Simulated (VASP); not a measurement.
A run of VASP 6.6.1 is set up as follows.

The input INCAR:

```
  PREC = Accurate
  ENCUT = 520
  EDIFF = 1E-7
  ISMEAR = -1
  SIGMA = 0.05
  LREAL = Auto
  LASPH = True
  NELM = 150
  ALGO = Normal
  ISIF = 2
  LWAVE = False
  LCHARG = False
  ISPIN = 2
  MAGMOM = 0 0 0 0 0 0 0 0 0 0 0 0 0 0 0 0 0 0 0
  LORBIT = 11
  GGA = PE
  NBANDS = 58
```

KPOINTS

```
Automatic mesh
0
Gamma
  2 2 1
```

Contents of POSCAR:

```
C18O
1.0
    7.3980000000      0.0000000000      0.0000000000
   -3.6990000000      6.4068560000      0.0000000000
    0.0000000000      0.0000000000     11.0000000000
C O
18 1
Direct
   -0.0037811203      0.0016451127      0.0821288182
    0.2162660468      0.1119811340      0.0821490000
   -0.0056841704      0.3329425540      0.0835597273
    0.2173023986      0.4437713287      0.0877686364
   -0.0047784899      0.6698990894      0.0877671818
    0.2182107407      0.7807272397      0.0835752727
    0.3281875613      0.0006892616      0.0826606364
    0.5514048122      0.1120267101      0.0821348182
    0.3231377610      0.3320973657      0.0900431818
    0.5478435846      0.4400618650      0.1137574545
    0.3303637327      0.6698883196      0.0877651818
    0.5478686198      0.7815666530      0.0900102727
    0.6611219822      0.0016867868      0.0821191818
    0.8843237387      0.1129775665      0.0826375455
    0.6646677498      0.3321576137      0.0900393636
    0.8821534644      0.4437686753      0.0877752727
    0.6646251853      0.6736107382      0.1137176364
    0.8893568994      0.7815329391      0.0900046364
    0.6062737274      0.5568848434      0.2276591818
```

Potentials or basis: VASP PAW PBE potentials, release 64 (C, O).

Run with:

```console
$ cat potpaw_PBE.64/C/POTCAR potpaw_PBE.64/O/POTCAR > POTCAR
$ mpirun -np 1 vasp_std > vasp.out
```

Q: What does it give for the net moment?

A: 0.00 μB per cell.

Q: Estimate the largest force.

A: 0.342 eV/Å.

Q: Estimate the band gap on the k mesh.

A: 0.21 eV, direct.

Forces in eV/Å, atoms in the order of the input:
```
C   -0.009  0.005 -0.003
C    0.010 -0.004 -0.003
C   -0.002  0.013  0.005
C   -0.006  0.006 -0.003
C    0.000 -0.006 -0.001
C   -0.004 -0.011  0.003
C   -0.001  0.006 -0.006
C   -0.005 -0.005 -0.007
C   -0.004  0.005 -0.008
C    0.005 -0.134 -0.151
C   -0.005 -0.002  0.004
C    0.009 -0.006 -0.003
C    0.008 -0.002 -0.004
C    0.007 -0.014 -0.003
C   -0.009 -0.006 -0.010
C    0.005  0.019  0.003
C    0.004  0.136 -0.148
C   -0.003 -0.002 -0.007
O   -0.001  0.000  0.342
```

Caveat: the k mesh is coarse (spacing up to 0.49 Å⁻¹), so the values aren't converged.
